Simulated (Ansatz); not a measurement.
# NaH in Ansatz: the effect of functional

Crystal: NaH.

```
Na H
1.0
     0.00000    2.40702    2.40702
     2.40702    0.00000    2.40702
     2.40702    2.40702    0.00000
Na H
1 1
Direct
  0.00000 0.00000 0.00000
  0.50000 0.50000 0.50000
```

The cell isn't the ideal one: volume scaled by 0.96.

Alike in all runs:

| Item | Value |
| --- | --- |
| Program | Ansatz 0.2.0 |
| Task | single point |
| Potentials or basis | Ansatz PAW |
| k mesh | 9 × 9 × 9 |
| Occupations | fermi-dirac, width 0.05 eV |
| Spin | no spin polarisation |

```tsv
functional	cutoff	gap on the mesh (eV)	pressure (GPa)
LDA	420 eV (not typed: the program's choice for these potentials)	?	?
PBEsol	420 eV (not typed: the program's choice for these potentials)	3.89	-0.3
r2SCAN	500 eV (not typed: the program's choice for these potentials)	4.69	-0.3
```

Problem. What does the run with functional LDA give?

Solution. gap on the mesh 3.74 eV; pressure -1.9 GPa.

Caveats: odd divisions of the mesh miss points on the zone boundary, where band edges often lie, so the gap on the mesh can be too wide; the PAW data sets come from PBE, with cores solved anew for the run's functional, which leaves a small shift of forces and pressure.

A k mesh can miss the band edges.

Runs at the PBE level aren't shown here.
